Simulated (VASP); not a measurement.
Wanted: the native input for a VASP 6.6.1 run.

- Task: relaxation of cell and atoms
- Functional: PBE
- Potentials or basis: VASP PAW PBE potentials, release 64 (Al, N)
- Cutoff: 600 eV
- k mesh: 9 × 9 × 6
- Occupations: gaussian, width 0.02 eV
- Spin: no spin polarisation
- Dipole correction: no
- Further INCAR settings: ALGO = Fast; EDIFF = 1e-07; IBRION = 2; EDIFFG = -0.002; NSW = 100; ISIF = 3

The structure of AlN lies in POSCAR:

```
AlN
1.0
    3.3121157400      0.0000000000      0.0000000000
   -1.6560578700      2.8683763700      0.0000000000
    0.0000000000      0.0000000000      4.1875630000
Al N
2 2
Direct
    0.3333333300      0.6666666700      0.7500000000
    0.6666666700      0.3333333300      0.2500000000
    0.3333333300      0.6666666700      0.2500000000
    0.6666666700      0.3333333300      0.7500000000
```

Measurements of this composition are mostly on another form, of space group No. 186.

These files were run (other wordings do the same):

INCAR

```
SYSTEM = AlN
  ALGO = Fast
  EDIFF = 1E-7
  EDIFFG = -0.002
  ENCUT = 600
  GGA = PE
  IBRION = 2
  ISIF = 3
  ISMEAR = 0
  LASPH = .TRUE.
  LCHARG = .FALSE.
  LREAL = .FALSE.
  LWAVE = .FALSE.
  NELM = 100
  NSW = 100
  PREC = Accurate
  SIGMA = 0.02
```

KPOINTS

```
k-points
0
G
  9 9 6
  0 0 0
```

Potentials or basis: VASP PAW PBE potentials, release 64 (Al, N).

Command:

```sh
$ cat potpaw_PBE.64/Al/POTCAR potpaw_PBE.64/N/POTCAR > POTCAR
$ mpirun -np 1 vasp_std > vasp.out
```

Results of the run:

```json
{"Relaxed volume": "9.94 Å³/atom", "Relaxed cell": "a = 3.311 Å, b = 3.311 Å, c = 4.187 Å, α = 90.00°, β = 90.00°, γ = 120.00°", "Space group after relaxing (to 0.05 Å)": "P6_3/mmc (No. 194)", "Energy gained by relaxing": "0.0 meV/atom", "Ionic steps": "3", "Pressure after relaxing": "0.0 GPa", "Band gap on the k mesh": "3.27 eV, direct"}
```

It took 32 s on 1 thread of Intel(R) Xeon(R) Platinum 8488C (Sapphire Rapids) (shared host), peak memory 0.17 GiB.
